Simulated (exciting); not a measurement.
Cd:

```
CELL_PARAMETERS angstrom
1.60803 0.92840 2.44929
-1.60803 0.92840 2.44929
0.00000 -1.85679 2.44929
ATOMIC_POSITIONS crystal
Cd 0.00000 0.00000 0.00000
```

This isn't the form of Cd at room conditions, which is hcp.

```yaml
Program: exciting (release sodium)
Task: single point
Functional: PBE
Potentials_or_basis: all-electron LAPW+lo, shipped species files, valence relativity iora*
rgkmax: 9
k_mesh: 10 × 10 × 10
Occupations: fermi-dirac, width 0.05 eV
Spin: no spin polarisation
gmaxvr_cutoff_of_density_and_potential: 14 1/bohr
lmaxapw_and_lmaxmat: 10
lmaxvr: 8
nempty: 8
Valence_relativity: iora*
epsengy: 1e-05 Ha
epspot: 1e-05 Ha
maxscl: 60
Muffin-tin_radii: Cd 2.3 bohr
```

On this cell: band gap on the k mesh none (metal or under the smearing width).

The same run follows on a disturbed copy (cell strained at random at fixed volume):

```xyz
1
Lattice="1.5790 0.9045 2.3853 -1.6600 0.8989 2.4406 -0.0453 -1.8935 2.4471" Properties=species:S:1:pos:R:3 pbc="T T T"
Cd   -0.0006   -0.0227    0.0274
```

Task: What does the disturbed cell give?

Result: The energy (extrapolated to zero smearing) moves by +4.6 meV/atom; band gap on the k mesh none (metal or under the smearing width).

Caveats: the free energy is that total less TS from the occupations.
